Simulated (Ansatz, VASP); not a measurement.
# Two plane-wave programs on GaSb

```
Ga Sb
1.0
     3.23755    0.00000    0.00000
     0.00000    3.23755    0.00000
     0.00000    0.00000    3.23755
Ga Sb
1 1
Cartesian
  0.0000 0.0000 0.0000
  1.6188 1.6188 1.6188
```

Change from the starting cell: volume scaled by 0.72, PAW files.

Alike in both runs: task single point; functional PBE; k mesh 13 × 13 × 13; occupations fermi-dirac, width 0.1 eV; no spin polarisation.

|  | VASP | Ansatz |
| --- | --- | --- |
| version | VASP 6.6.1 | Ansatz 0.2.0 |
| potentials or method | VASP PAW PBE potentials, release 64 (Ga_d, Sb) | PAW with Ansatz's default frozen-core files, scalar-relativistic |
| plane-wave cutoff (eV) | 520 | 420 |
| valence electrons in the cell | 18 | 28 |

```csv
,VASP,Ansatz,Ansatz less VASP
pressure (GPa),36.4,36.1,-0.26
```

The two sets of potentials don't hold the same shells in valence.

Caveats: so large a pressure means that the cell lies far from this level's equilibrium, or that cutoff or potentials fall short (VASP). The runs have no spin-orbit coupling, so splittings on Sb are missing.
